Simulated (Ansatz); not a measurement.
What DFT gives for BeAg

```
CELL_PARAMETERS angstrom
0.00000 3.10307 0.00000
3.10307 0.00000 0.00000
1.55154 1.55154 -5.30691
ATOMIC_POSITIONS crystal
Be 0.00000 0.00000 0.00000
Be 0.75000 0.25000 0.50000
Ag 0.50000 0.50000 0.00000
Ag 0.25000 0.75000 0.50000
```

Single point in Ansatz 0.2.0 with r2SCAN, no spin polarisation. Cutoff 500 eV, PAW datasets, 11×11×11 Γ-centred k mesh, fermi-dirac filling (width 0.1 eV).

**Question.** How is the charge shared?

**Answer.** Bader charges in e: Be +1.48, Ag -1.48. In the mean Be gives up most and Ag takes most.

**Question.** Is there a gap?

**Answer.** It is a metal, with about 1.3 states/eV a cell as the mean within 0.25 eV of the Fermi level.

**Question.** Is the cell too large or too small?

**Answer.** The pressure is 18.5 GPa (compression positive), so with the atoms held at these fractions the cell would first expand. The principal stresses -5.7, 30.6, 30.6 GPa differ, so its shape would change too.

**Question.** Is it stable against the elements?

**Answer.** 0.73 eV an atom against the elements' usual phases (free molecules for gases, crystals otherwise, with no correction for O₂ or N₂), so at this geometry it isn't bound against them. Relaxing would lower it.

Origin: a known structure type with other elements, at an estimated volume, so it need not be a known compound. Caveats: atoms or cell far from equilibrium.
